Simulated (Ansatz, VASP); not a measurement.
# Si in VASP and in Ansatz

```
Si
1.0
     0.00000    2.72000    2.72000
     2.72000    0.00000    2.72000
     2.72000    2.72000    0.00000
Si
2
Cartesian
  0.0000 0.0000 0.0000
  1.3600 1.3600 1.3600
```

The cell was built by a generator and needn't be a form met in nature.

Alike in both runs: task relaxation of cell and atoms; functional PBE; k mesh 10 × 10 × 10; occupations gaussian, width 0.02 eV; no spin polarisation.

|  | VASP | Ansatz |
| --- | --- | --- |
| version | VASP 6.6.1 | Ansatz 0.2.0 |
| potentials or method | VASP PAW PBE potentials, release 64 (Si) | scalar-relativistic, plane waves, PAW |
| plane-wave cutoff (eV) | 600 | 420 |
| valence electrons in the cell | 8 | 8 |

|  | VASP | Ansatz | Ansatz less VASP |
| --- | --- | --- | --- |
| gap on the k mesh at the Fermi level, each at its own relaxed structure (eV) | 0.62 | 0.62 | -0.002 |
| relaxed volume (Å³/atom) | 20.44 | 20.46 | +0.015 |
| relaxed cell length with the largest relative difference (Å) | 3.867 | 3.868 | +0.0010 |
| energy change over the relaxation (meV/atom) | -1 | -2 | -0.2 |

A k mesh can miss the band edges. Expect the measured gap to be larger: semilocal functionals such as PBE lack the derivative discontinuity.
